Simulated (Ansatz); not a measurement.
## KI (Fm-3m): a many-body input that goes wrong, and its mend

What is wrong with this input for KI (Fm-3m)?

Program: Ansatz 0.2.0. Level of theory: G0W0 on PBE, plane waves, PAW. Results are calculated unless marked as measured.

### 1. Set-up

Symmetry: Fm-3m, No. 225, cubic system. The conventional cell has a = 7.066 Å, b = 7.066 Å, c = 7.066 Å, α = 90.00°, β = 90.00°, γ = 90.00°. Nearest to K lie 6 I at 3.53 Å. I has 6 K at 3.53 Å nearest. Farther neighbours and most contacts between anions are not listed.

The cell and positions come from the Crystallography Open Database and are kept as given unless a step says otherwise. Spin-orbit coupling is left out unless a step names it. The default PAW set here is soft_2. Its files were made with PBE.

### 2. First try

The input, input.yaml:

```yaml
crystal:
  lattice:
    - [0.0, 3.532775, 3.532775]
    - [3.532775, 0.0, 3.532775]
    - [3.532775, 3.532775, 0.0]
  atoms:
    - { symbol: K, position: [0.0, 0.0, 0.0] }
    - { symbol: I, position: [0.5, 0.5, 0.5] }
kpoints:
  mp_grid: { grid: [4, 4, 4] }
hamiltonian:
  xc: pbe
scf:
  occupations: { method: fixed }
gw:
  n_empty_bands: 93
  ecut_chi: 60
  qp_bands: [v2, c2]
  qp_kpoints: band_edges
  screening: { model: contour_deformation }
  q_mesh: [5, 5, 5]
```

Run with:

```bash
ansatz run input.yaml --threads 3 --pin off --max-ram 92160MiB --backend cpu --events-out ev --progress --plain --runs-dir out
```

Numbers of over 12 decimals in the logs are rounded to 6 here.

Log:

```text
Error: 3 input errors — fix all and re-run
  1. invalid value for `gw.q_mesh`: axis 0: q-mesh dimension 5 must divide 4, the k-mesh dimension that kpoints.mp_grid.grid gives — every k−q must land on a point of the k-mesh
  2. invalid value for `gw.q_mesh`: axis 1: q-mesh dimension 5 must divide 4, the k-mesh dimension that kpoints.mp_grid.grid gives — every k−q must land on a point of the k-mesh
  3. invalid value for `gw.q_mesh`: axis 2: q-mesh dimension 5 must divide 4, the k-mesh dimension that kpoints.mp_grid.grid gives — every k−q must land on a point of the k-mesh
```

It took 0.05 s on 3 threads of AMD EPYC 7R13 (Zen 3), shared host; peak memory 0.038 GiB.

Q: What is the fault?

The program refused the input before any cycle.

The program's message: “Error: 3 input errors — fix all and re-run”

The fault: q mesh that doesn't divide the k mesh. Each q must join two points of the k mesh.

### 3. A better input

Now the one-shot GW correction: screening in the RPA, then the self-energy of the levels asked for.

Edit input.yaml of step 2 so:

```diff
@@ -20,2 +20 @@
   screening: { model: contour_deformation }
-  q_mesh: [5, 5, 5]
```

Run with:

```bash
ansatz run input.yaml --threads 3 --pin off --max-ram 92160MiB --backend cuda --events-out ev --progress --plain --runs-dir out --devices 1 --max-vram 13GiB
```

Log:

```text
GPUs: using 1 of 1 available (devices: 1).
[...]
device memory: the entry about to start is reckoned to put 1.1 GiB on a device that reports 45.1 GiB free (of which the cap on the GPU budget leaves the run 13.0 GiB)
GPU FFT provider: cuFFT
GPU libraries: cuBLAS 13.8.2, cuFFT 12.4.0, cuSOLVER 12.3.4
Crystal: 2 atoms, lattice volume = 88.182 Å³
Basis set: ecut = 420 eV, 1759 PW (Γ)
Bands: 17, of which v1, the nominal top of the filled ones, is band 13 counted from 1 (12 counted from 0)
Symmetry: 48 space group operations
[...]
k-points: 8 of 64
[...]
GPU buffer pool allocated for 46656 grid points (all kernels)
GPU transforms: local potential and band sums: pruned to the plane-wave sphere, on 36×36×36
[...]
SCF iter   1: F=—  HF=-9053.689555 eV  |F-HF|=—  |Δ(HF+E_count)|=         —  Δρ=2.60e-4  dr2=7.32e-5  ethr=1.77e-3  ⟨swp⟩=5.4  Hψ=632  notcnv=0  defer=13
[...]
0    12      2.2676   -17.3234     1.8506   -14.1827  0.8043     0.9540     0.9776  root
     0    13      2.2676   -17.3234     1.8506   -14.1827  0.8043     0.9540     0.9776  root
     0    14      6.2342    -4.3249    -2.9382    -7.8581  0.8475     6.8327     6.8292  root
     0    15      8.7740    -3.8696    -3.2035    -8.2146  0.8364     9.9321     9.9154  root
     1    12      2.0914   -17.0243     1.8722   -13.8331  0.8028     0.7469     0.7725  root
     1    13      2.0914   -17.0243     1.8722   -13.8331  0.8028     0.7469     0.7725  root
     1    14      7.3291    -4.6032    -2.9776    -8.2563  0.8415     8.0097     8.0047  root
     1    15      8.8465    -4.3116    -3.1750    -8.4588  0.8319     9.8315     9.8187  root
[...]
7    12      1.5417   -16.3903     2.0030   -12.9402  0.7985     0.0597     0.0945  root
     7    13      1.6690   -16.4223     1.9409   -13.0755  0.7991     0.2312     0.2631  root
     7    14      8.7387    -4.0658    -3.1240    -8.1132  0.8328     9.6735     9.6621  root
     7    15      8.7387    -4.0658    -3.1240    -8.1132  0.8328     9.6735     9.6621  root
[key lines of the parts left out:]
SCF converged after 6 iterations
Free energy (F): -9053.689078 eV
Fermi energy:    2.267639 eV
```

Run time: 10 s. Hardware: 1 × NVIDIA H100 80GB HBM3 (shared by 6 runs) with 3 threads; peak memory 1 GiB.

Numbers from this step:

- bands summed: 106
- RPA ε∞ on this mesh (eigenvalues): 2.639, 2.639, 2.639
- plane waves in the screening matrix: 89
- q-points in the mesh: 64
- G0W0 gap on the mesh: 5.852 eV
- k of the valence top: 0, 0, 0
- k of the conduction bottom: 0, 0, 0
- starting gap on the mesh: 3.967 eV
- Z at the valence top: 0.8043
- Z at the conduction bottom: 0.8475
- least direct G0W0 gap on the computed points: 5.852 eV

The gap on the mesh goes from 3.97 eV to 5.85 eV, a correction of +1.89 eV. Between the two edge states, bare exchange in place of the xc potential would open the gap by 6.67 eV, and correlation takes back 4.79 eV.

### 4. Outcome

| Property | Result |
| --- | --- |
| first try | refused after 0.05 s |
| better run | G0W0 gap on the mesh 5.85 eV (4×4×4 mesh, 93 empty bands, screening to 60 eV) |

**Reading.** The second run differs in: q mesh. Bands and cutoff are finite, so the gap is not at the basis limit. The miss can reach some tenths of an eV and take either sign; the mesh is an error of its own. The many-body steps are scalar-relativistic: spin-orbit coupling is not in them.

[Paths, hosts, dates, memory and timing lines, banners, echoed tables and standing remarks are left out of the program output.]

[Logs are printed without paths, hosts, clocks, repeated set-up lines and the standing remarks that a program may print on its own settings, such as how far it seeks lower states.]

[Runs of the session that timed out or met a known fault of the program may be left out.]

[Cells called generated may have been cut or substituted from an entry of the Crystallography Open Database or the Materials Project.]

[Hosts, paths, dates, database ids (printed as entryN), source tags and the programs' standing remarks are cut or masked in the printed files.]
